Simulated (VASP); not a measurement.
Crystal: SiNi3.

```
Si Ni
1.0
     3.55110    0.00000    0.00000
     0.00000    3.55110    0.00000
     0.00000    0.00000    3.55110
Si Ni
1 3
Direct
  0.00000 0.00000 0.00000
  0.00000 0.50000 0.50000
  0.50000 0.00000 0.50000
  0.50000 0.50000 0.00000
```

- Program: VASP 6.6.1
- Task: relaxation of cell and atoms
- Functional: PBEsol
- Potentials or basis: VASP PAW PBE potentials, release 64 (Si, Ni)
- Cutoff: 600 eV
- k mesh: 6 × 6 × 6
- Occupations: gaussian, width 0.1 eV
- Spin: no spin polarisation

At the start: pressure -15.3 GPa; volume 11.20 Å³/atom.

Q: How do energy, volume and symmetry change on relaxing?

A: Over 3 steps the energy falls by 42.4 meV/atom and the volume is 10.38 Å³/atom (-7.3 %); space group Pm-3m (No. 221, to 0.05 Å).

Step by step:
| step | energy change (eV) | largest force (eV/Å) | pressure (GPa) | volume (Å³) |
| --- | --- | --- | --- | --- |
| 1 | 0.0000 | 0.0000 | -15.29 | 44.78 |
| 2 | 0.0542 | 0.0000 | 23.79 | 38.21 |
| 3 | -0.1695 | 0.0000 | -0.19 | 41.52 |

Final structure:
```
Si Ni
1.0
     3.46281    0.00000    0.00000
     0.00000    3.46281    0.00000
     0.00000    0.00000    3.46281
Si Ni
1 3
Cartesian
  0.0000 0.0000 0.0000
  0.0000 1.7314 1.7314
  1.7314 0.0000 1.7314
  1.7314 1.7314 0.0000
```

Caveat: the PAW data sets were made with another functional, which shifts forces and pressure a little.
